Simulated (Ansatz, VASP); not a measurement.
Two plane-wave programs on Zr

```
CELL_PARAMETERS angstrom
3.14321 0.00000 0.00000
-1.57161 2.72210 0.00000
0.00000 0.00000 5.09201
ATOMIC_POSITIONS crystal
Zr 0.33333 0.66667 0.25000
Zr 0.66667 0.33333 0.75000
```

Alike in both runs: functional LDA; k mesh 18 × 18 × 10; occupations fermi-dirac, width 0.1 eV; no spin polarisation.

Ansatz relaxed the structure, and its values are those at the end. VASP's run is a single point on that final structure, the one shown.

|  | VASP | Ansatz |
| --- | --- | --- |
| version | VASP 6.6.1 | Ansatz 0.2.0 |
| potentials or method | VASP PAW LDA potentials, release 64 (Zr_sv) | PAW with Ansatz's default frozen-core files, scalar-relativistic |
| plane-wave cutoff (eV) | 520 | 420 |
| valence electrons in the cell | 24 | 24 |

Ansatz gave:

- pressure (GPa): 0.0

**Question.** Which values does VASP return?

**Answer.** Pressure (GPa): 0.1.
